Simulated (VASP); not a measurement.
# LiF (P6_3mc) in VASP: notebook

Runs on LiF. Level: PBEsol. Tasks: single point.

Program: VASP 6.6.1. These are calculated values, not measurements. Logs are shortened: lines on timing, memory, paths and dates and some standing lists are left out, and cuts for length are marked.

## Step 1: The crystal as given

The structure is hexagonal, space group P6_3mc (No. 186). The conventional cell has a = 3.061 Å, b = 3.061 Å, c = 4.807 Å, α = 90.00°, β = 90.00°, γ = 120.00°. Li (site symmetry 3m) is surrounded by 4 F at 1.85 to 1.86 Å. F (site symmetry 3m) has 4 Li at 1.85 to 1.86 Å as nearest neighbours.

Measurements of this composition are mostly on another form, of space group No. 225.

## Step 2: Single point, PBEsol (all atoms moved at random, cell strained at random)

INCAR

```
SYSTEM = LiF
ALGO = Fast
EDIFF = 1E-6
ENCUT = 520
GGA = PS
ISIF = 2
ISMEAR = 0
LASPH = .True.
LCHARG = .False.
LREAL = .False.
LWAVE = .False.
NBANDS = 18
NELM = 100
PREC = Accurate
SIGMA = 0.02
```

KPOINTS

```
k-points
0
Gamma
  9 9 6
  0 0 0
```

POSCAR

```
LiF
1.0
    3.0948550307      0.0337621662      0.0153353085
   -1.5181886217      2.7468438212     -0.0069254158
    0.0240846961      0.0013460509      4.8750116999
Li F
2 2
Direct
    0.3320682900      0.6711671105      0.3810960155
    0.6723418778      0.3247813614      0.8860384736
    0.3346376910      0.6716537465      0.9877467936
    0.6609521412      0.3323977816      0.4951147172
```

Potentials or basis: VASP PAW PBE potentials, release 64 (Li_sv, F).

Run with:

```bash
> cat potpaw_PBE.64/Li_sv/POTCAR potpaw_PBE.64/F/POTCAR > POTCAR
> mpirun -np 1 vasp_std > vasp.out
```

OUTCAR:

```text
SYSTEM = LiF
   EDIFF = 1E-6
   ENCUT = 520
   GGA = PS
   ISIF = 2
   ISMEAR = 0
   LASPH = .True.
   LREAL = .False.
   NELM = 100
   PREC = Accurate

 ion  position               nearest neighbor table
   1  0.332  0.671  0.381-   4 1.88   4 1.91   4 1.91   3 1.92
   2  0.672  0.325  0.886-   3 1.87   3 1.88   3 1.89   4 1.91
   3  0.335  0.672  0.988-   2 1.87   2 1.88   2 1.89   1 1.92
   4  0.661  0.332  0.495-   1 1.88   2 1.91   1 1.91   1 1.91

  LATTYP: Found a triclinic cell.
 ALAT       =     3.0950771746
 B/A-ratio  =     1.0140251837
 C/A-ratio  =     1.5751049505
 COS(alpha) =     0.0043547519
 COS(beta)  =     0.0098977167
 COS(gamma) =     0.4741618595

  Lattice vectors:

 A1 = (  -3.0948550307,  -0.0337621662,  -0.0153353085)
 A2 = (  -1.5181886217,   2.7468438212,  -0.0069254158)
 A3 = (  -0.0240846961,  -0.0013460509,  -4.8750116999)

Analysis of symmetry for initial positions (statically):
=====================================================================
 Subroutine PRICEL returns:
 Original cell was already a primitive cell.

 Routine SETGRP: Setting up the symmetry group for a
 triclinic supercell.

 Subroutine GETGRP returns: Found  1 space group operations
 (whereof  1 operations were pure point group operations)
 out of a pool of  2 trial point group operations.

The static configuration has the point symmetry C_1 .

Analysis of symmetry for dynamics (positions and initial velocities):
=====================================================================
 Subroutine PRICEL returns:
 Original cell was already a primitive cell.

 Routine SETGRP: Setting up the symmetry group for a
 triclinic supercell.

 Subroutine GETGRP returns: Found  1 space group operations
 (whereof  1 operations were pure point group operations)
 out of a pool of  2 trial point group operations.

The dynamic configuration has the point symmetry C_1 .

 Subroutine INISYM returns: Found  1 space group operations
 (whereof  1 operations are pure point group operations),
 and found     1 'primitive' translations

----------------------------------------------------------------------------------------

                                     Primitive cell

  volume of cell :      41.6917

  direct lattice vectors                    reciprocal lattice vectors
     3.094855031  0.033762166  0.015335309     0.321188455  0.177517675 -0.001635827
    -1.518188622  2.746843821 -0.006925416    -0.003947312  0.361872295 -0.000080416
     0.024084696  0.001346051  4.875011700    -0.001015969 -0.000044343  0.205132744

  length of vectors
     3.095077175  3.138486200  4.875071380     0.366983956  0.361893832  0.205135265

  position of ions in fractional coordinates (direct lattice)
     0.332068290  0.671167111  0.381096015
     0.672341878  0.324781361  0.886038474
     0.334637691  0.671653746  0.987746794
     0.660952141  0.332397782  0.495114717

  ion indices of the primitive-cell ions
   primitive index   ion index
                 1           1
                 2           2
                 3           3
                 4           4

----------------------------------------------------------------------------------------

 KPOINTS: k-points

Automatic generation of k-mesh.
 Grid dimensions read from file:
 generate k-points for:    9    9    6

 Generating k-lattice:

  Cartesian coordinates                     Fractional coordinates (reciprocal lattice)
     0.035687606  0.019724186 -0.000181759     0.111111111 -0.000000000  0.000000000
    -0.000438590  0.040208033 -0.000008935     0.000000000  0.111111111  0.000000000
    -0.000169328 -0.000007390  0.034188791     0.000000000 -0.000000000  0.166666667

  Length of vectors
     0.040775995  0.040210426  0.034189211

  Shift w.r.t. Gamma in fractional coordinates (k-lattice)
     0.000000000  0.000000000  0.000000000

 Subroutine IBZKPT returns following result:
 ===========================================

 Found    244 irreducible k-points:

 Following reciprocal coordinates:
            Coordinates               Weight
  0.000000  0.000000  0.000000      1.000000
  0.111111  0.000000  0.000000      2.000000
  0.222222 -0.000000 -0.000000      2.000000
  0.333333  0.000000 -0.000000      2.000000
  0.444444 -0.000000 -0.000000      2.000000
  0.000000  0.111111  0.000000      2.000000
[... 16 lines left out ...]
 -0.111111  0.222222  0.000000      2.000000
  0.000000  0.333333  0.000000      2.000000
 [... further k-points ...]
   k-points           NKPTS =    244   k-points in BZ     NKDIM =    244   number of bands    NBANDS=     18
   number of dos      NEDOS =    301   number of ions     NIONS =      4
   total plane-waves  NPLWV =  20736
   dimension x,y,z NGX =    24 NGY =   24 NGZ =   36
   dimension x,y,z NGXF=    48 NGYF=   48 NGZF=   72
   ions per type =               2   2
   NGX,Y,Z   is equivalent  to a cutoff of  12.89, 12.71, 12.28 a.u.
   NGXF,Y,Z  is equivalent  to a cutoff of  25.78, 25.43, 24.55 a.u.
 SYSTEM =  LiF
   PREC   = accura    normal or accurate (medium, high low for compatibility)
   ISTART =      0    job   : 0-new  1-cont  2-samecut
   ICHARG =      2    charge: 1-file 2-atom 10-const
   ISPIN  =      1    spin polarized calculation?
   LNONCOLLINEAR =      F non collinear calculations
   LSORBIT =      F    spin-orbit coupling
   LASPH  =      T    aspherical Exc in radial PAW
   ENCUT  =  520.0 eV  38.22 Ry    6.18 a.u.   5.75  5.84  9.06*2*pi/ulx,y,z
   NELM   =    100;   NELMIN=  2; NELMDL= -5     # of ELM steps
   EDIFF  = 0.1E-05   stopping-criterion for ELM
   LREAL  =      F    real-space projection
   EDIFFG = 0.1E-04   stopping-criterion for IOM
   NSW    =      0    number of steps for IOM
   IBRION =     -1    ionic relax: 0-MD 1-quasi-New 2-CG
   NFREE  =      0    steps in history (QN), initial steepest desc. (CG)
   ISIF   =      2    stress and relaxation
   ISYM   =      2    0-nonsym 1-usesym 2-fastsym
   POTIM  = 0.5000    time-step for ionic-motion
   TEBEG  =    0.0;   TEEND  =   0.0 temperature during run
   PSTRESS=    0.0 pullay stress
   NELECT =      20.0000    total number of electrons
   NUPDOWN=      -1.0000    fix difference up-down
   EMIN   =  10.00;   EMAX   =-10.00  energy-range for DOS
   EFERMI =   0.00;   METHOD = LEGACY
   ISMEAR =     0;   SIGMA  =   0.02  broadening in eV -4-tet -1-fermi 0-gaus
   EFERMI_NEDOS =   21; number of points for ismear=-14 and -15
   IALGO  =     68    algorithm
   IMIX   =      4    mixing-type and parameters
     AMIX     =   0.40;   BMIX     =  1.00
     AMIX_MAG =   1.60;   BMIX_MAG =  1.00
  volume/ion in A,a.u.               =      10.42        70.34
  Fermi-wavevector in a.u.,A,eV,Ry     =   1.281548  2.421774 22.345731  1.642365
  Thomas-Fermi vector in A             =   2.413911
   LORBIT       =      0    0 simple, 1 ext, 2 COOP (PROOUT), +10 PAW based schemes
   GGA     = PS    functional components
   LHFCALC =     F    Hartree Fock is set to
   AEXX    =    0.0000 exact exchange contribution
   IVDW    =     0    specifies the selected vdW correction
   LEPSILON=     F    determine dielectric tensor
   LRPA    =     F    only Hartree local field effects (RPA)
 non-spin polarized calculation
 RMM-DIIS sequential band-by-band and
 Gauss-broadening in eV      SIGMA  =   0.02
  energy-cutoff  :      520.00
  volume of cell :       41.69
 maximum number of plane-waves:      1137
   NGX = 11   NGY = 11   NGZ = 19

 number of electron      19.9999994 magnetization

 Free energy of the ion-electron system (eV)
  ---------------------------------------------------
  ext. energy  EPLUGINS =         0.00000000
  ---------------------------------------------------
  free energy    TOTEN  =       -19.58822354 eV

  energy without entropy =      -19.58822354  energy(sigma->0) =      -19.58822354

 E-fermi :  -2.4641     XC(G=0):  -8.8097

 val. band max:       -2.7147068982   @ k =   0.0000   0.0000   0.0000
 cond. band min:       4.6338595311   @ k =   0.0000   0.0000   0.0000
 fundamental gap:      7.3485664293
 Fermi energy:        -2.4640693046

 k-point     1 :       0.0000    0.0000    0.0000
  band No.  band energies     occupation
      1     -42.6869      2.00000
      2     -42.6079      2.00000
      3     -21.9979      2.00000
      4     -21.7527      2.00000
      5      -4.8222      2.00000
      6      -3.2956      2.00000
[... 10 lines left out ...]
     17      16.4324      0.00000
     18      17.2342      0.00000

 k-point     2 :       0.1111    0.0000    0.0000
  band No.  band energies     occupation
      1     -42.6843      2.00000
      2     -42.6061      2.00000
      3     -21.9837      2.00000
      4     -21.7496      2.00000
      5      -4.7586      2.00000
      6      -3.3788      2.00000
[... 10 lines left out ...]
     17      16.6216      0.00000
     18      17.0957      0.00000

 k-point     3 :       0.2222   -0.0000   -0.0000
  band No.  band energies     occupation
      1     -42.6777      2.00000
      2     -42.6014      2.00000
      3     -21.9458      2.00000
      4     -21.7427      2.00000
      5      -4.5948      2.00000
      6      -3.7016      2.00000
[... 10 lines left out ...]
     17      16.3981      0.00000
     18      16.8044      0.00000

 k-point     4 :       0.3333    0.0000   -0.0000
  band No.  band energies     occupation
      1     -42.6702      2.00000
      2     -42.5961      2.00000
      3     -21.8980      2.00000
      4     -21.7391      2.00000
      5      -4.4938      2.00000
      6      -3.9834      2.00000
[... 375 lines left out ...]
      4     -21.7391      2.00000
      5      -4.5760      2.00000
      6      -3.6732      2.00000
[... 10 lines left out ...]
     17      16.3166      0.00000
     18      16.6778      0.00000

 k-point    23 :      -0.1111    0.2222    0.0000
  band No.  band energies     occupation
      1     -42.6797      2.00000
      2     -42.6028      2.00000
      3     -21.9563      2.00000
      4     -21.7456      2.00000
      5      -4.6383      2.00000
      6      -3.6010      2.00000
[... 10 lines left out ...]
     17      16.6712      0.00000
     18      17.1149      0.00000

 k-point    24 :       0.0000    0.3333    0.0000
  band No.  band energies     occupation
      1     -42.6710      2.00000
      2     -42.5968      2.00000
      3     -21.9079      2.00000
      4     -21.7497      2.00000
      5      -4.5049      2.00000
      6      -3.9810      2.00000
[... 10 lines left out ...]
     17      16.5391      0.00000
     18      16.9839      0.00000

 [... further k-points ...]
[... 5 lines left out ...]
  --------------------------------------------------------------------------------------
  -------------------------------------------------------------------------------------
  Total       -0.4258873     -0.7244506     -0.6315339     -0.1166893     -0.0294176     -0.0224215
  in kB      -16.3664795    -27.8400060    -24.2692982     -4.4842677     -1.1304935     -0.8616401
  external PRESSURE =     -22.8252612 kB  Pullay stress =       0.0000000 kB

 VOLUME and BASIS-vectors are now :
 -----------------------------------------------------------------------------
  energy-cutoff  :      520.00
  volume of cell :       41.69
      direct lattice vectors                 reciprocal lattice vectors
     3.094855031  0.033762166  0.015335309     0.321188455  0.177517675 -0.001635827
    -1.518188622  2.746843821 -0.006925416    -0.003947312  0.361872295 -0.000080416
     0.024084696  0.001346051  4.875011700    -0.001015969 -0.000044343  0.205132744

 POSITION                                       TOTAL-FORCE (eV/Angst)
 -----------------------------------------------------------------------------------
      0.01792      1.85532      1.85829        -0.046734      0.019966      0.064042
      1.60906      0.91602      4.32751        -0.056466      0.055355     -0.127136
      0.03975      1.85756      4.81576         0.024749     -0.039948      0.179113
      1.55283      0.93603      2.42152         0.078451     -0.035373     -0.116019
 -----------------------------------------------------------------------------------
    total drift:                               -0.001826      0.000184      0.000591

  FREE ENERGIE OF THE ION-ELECTRON SYSTEM (eV)
  ---------------------------------------------------
  free  energy   TOTEN  =       -19.5882235439 eV

  energy  without entropy=      -19.5882235439  energy(sigma->0) =      -19.58822354
```

Run time: 1.9 min. Hardware: 1 thread of Intel Xeon 6975P-C (Granite Rapids), shared host; peak memory 0.24 GiB.

Results:

| Quantity | Value |
| --- | --- |
| Free energy | -19.5882 eV |
| Largest force | 0.185 eV/Å |
| Band gap on the k mesh | 7.35 eV, direct |

Forces on the atoms (eV/Å):
```
Li  -0.047  0.020  0.064
Li  -0.056  0.055 -0.127
F    0.025 -0.040  0.179
F    0.078 -0.035 -0.116
```

Caveat: the cutoff is under 1.25 times the usual one of these potentials, so pressure, stress and relaxed cells hold a basis-set (Pulay) error; the PAW data sets were made with another functional, which shifts forces and pressure a little; an odd mesh through Γ misses points on the zone boundary, where band edges often lie.

## Step 3: Single point, PBEsol

INCAR

```
ALGO = Normal ; EDIFF = 1E-6
ENCUT = 520 ; GGA = PS
ISIF = 2 ; ISMEAR = 0
LASPH = T ; LCHARG = F
LREAL = F ; LWAVE = F
NBANDS = 18 ; NELM = 100
PREC = Accurate ; SIGMA = 0.1
```

KPOINTS

```
k-points
0
Gamma
  6 6 4
```

POSCAR

```
LiF
1.0
    3.0609398175      0.0000000000      0.0000000000
   -1.5304699087      2.6508516414      0.0000000000
    0.0000000000      0.0000000000      4.8073245700
Li F
2 2
Direct
    0.3333333300      0.6666666700      0.3811542600
    0.6666666700      0.3333333300      0.8811542600
    0.3333333300      0.6666666700      0.9938437400
    0.6666666700      0.3333333300      0.4938437400
```

Potentials or basis: VASP PAW PBE potentials, release 64 (Li_sv, F).

Run with:

```bash
> cat potpaw_PBE.64/Li_sv/POTCAR potpaw_PBE.64/F/POTCAR > POTCAR
> mpirun -np 1 vasp_std > vasp.out
```

OUTCAR:

```text
EDIFF = 1E-6
   ENCUT = 520
   GGA = PS
   ISIF = 2
   ISMEAR = 0
   LASPH = T
   LREAL = F
   NELM = 100
   PREC = Accurate

 ion  position               nearest neighbor table
   1  0.333  0.667  0.381-   4 1.85   4 1.85   4 1.85   3 1.86
   2  0.667  0.333  0.881-   3 1.85   3 1.85   3 1.85   4 1.86
   3  0.333  0.667  0.994-   2 1.85   2 1.85   2 1.85   1 1.86
   4  0.667  0.333  0.494-   1 1.85   1 1.85   1 1.85   2 1.86

[... 637 lines left out ...]

  FORCE on cell =-STRESS in cart. coord.  units (eV):
  Direction    XX          YY          ZZ          XY          YZ          ZX
  --------------------------------------------------------------------------------------
  -------------------------------------------------------------------------------------
  Total        0.3880543      0.3880543      0.2454445      0.0000000      0.0000000      0.0000000
  in kB       15.9389377     15.9389377     10.0813840      0.0000000      0.0000000      0.0000000
  external PRESSURE =      13.9864198 kB  Pullay stress =       0.0000000 kB

 VOLUME and BASIS-vectors are now :
 -----------------------------------------------------------------------------
  energy-cutoff  :      520.00
  volume of cell :       39.01
      direct lattice vectors                 reciprocal lattice vectors
     3.060939817  0.000000000  0.000000000     0.326697047  0.188618628  0.000000000
    -1.530469909  2.650851641  0.000000000     0.000000000  0.377237256  0.000000000
     0.000000000  0.000000000  4.807324570     0.000000000  0.000000000  0.208015911

 POSITION                                       TOTAL-FORCE (eV/Angst)
 -----------------------------------------------------------------------------------
     -0.00000      1.76723      1.83233        -0.000000      0.000000     -0.000703
      1.53047      0.88362      4.23599         0.000000      0.000000     -0.000703
     -0.00000      1.76723      4.77773        -0.000000      0.000000      0.000703
      1.53047      0.88362      2.37407         0.000000     -0.000000      0.000703
 -----------------------------------------------------------------------------------
    total drift:                                0.000007     -0.000002     -0.004140

  FREE ENERGIE OF THE ION-ELECTRON SYSTEM (eV)
  ---------------------------------------------------
  free  energy   TOTEN  =       -19.5989284917 eV

  energy  without entropy=      -19.5989284917  energy(sigma->0) =      -19.59892849
```

OSZICAR:

```text
N       E                     dE             d eps       ncg     rms          rms(c)
DAV:   1     0.119868597300E+03    0.11987E+03   -0.10903E+04   756   0.120E+03
DAV:   2    -0.108317997182E+02   -0.13070E+03   -0.12791E+03   880   0.301E+02
DAV:   3    -0.206860158114E+02   -0.98542E+01   -0.97979E+01  1382   0.620E+01
DAV:   4    -0.208248744492E+02   -0.13886E+00   -0.13852E+00   970   0.781E+00
DAV:   5    -0.208260766571E+02   -0.12022E-02   -0.12020E-02   972   0.725E-01    0.672E+00
DAV:   6    -0.195606953549E+02    0.12654E+01   -0.32837E+00   792   0.139E+01    0.225E+00
DAV:   7    -0.195722018320E+02   -0.11506E-01   -0.10728E-01   874   0.233E+00    0.145E+00
DAV:   8    -0.195992016760E+02   -0.27000E-01   -0.52972E-02   938   0.225E+00    0.347E-01
DAV:   9    -0.195981550045E+02    0.10467E-02   -0.62262E-03   956   0.682E-01    0.955E-02
DAV:  10    -0.195989352470E+02   -0.78024E-03   -0.10077E-03   824   0.226E-01    0.381E-02
DAV:  11    -0.195989267406E+02    0.85064E-05   -0.42733E-05  1080   0.590E-02    0.864E-03
DAV:  12    -0.195989283726E+02   -0.16319E-05   -0.53456E-06   838   0.199E-02    0.331E-03
DAV:  13    -0.195989284917E+02   -0.11912E-06   -0.38626E-07   726   0.523E-03
   1 F= -.19598928E+02 E0= -.19598928E+02  d E =-.100305E-16
```

Run time: 15 s. Hardware: 1 thread of Intel Xeon Platinum 8488C (Sapphire Rapids), shared host; peak memory 0.14 GiB.

What came out:

| Property | Result |
| --- | --- |
| Free energy | -19.5989 eV |
| Band gap on the k mesh | 7.74 eV, direct |

Levels at points of the mesh, in eV from the valence-band top:
```csv
k point,band 6,band 7,band 8,band 9,band 10,band 11,band 12,band 13,band 14,band 15
"(0.00, 0.00, 0.00)",-0.48,-0.48,-0.15,-0.15,0.00,7.74,12.02,15.31,18.59,18.59
"(0.50, 0.00, 0.00)",-1.29,-1.07,-1.03,-0.56,-0.39,11.17,12.13,14.85,15.00,17.35
"(0.00, 0.00, 0.50)",-1.19,-0.32,-0.32,-0.32,-0.32,9.44,9.44,17.64,17.64,18.86
"(0.50, 0.00, 0.50)",-1.85,-0.72,-0.72,-0.58,-0.58,11.11,11.11,14.90,14.90,19.13
```

Caveat: the cutoff is under 1.25 times the usual one of these potentials, so pressure, stress and relaxed cells hold a basis-set (Pulay) error; the PAW data sets were made with another functional, which shifts forces and pressure a little. Expect the measured gap to be larger: semilocal functionals such as PBEsol lack the derivative discontinuity.
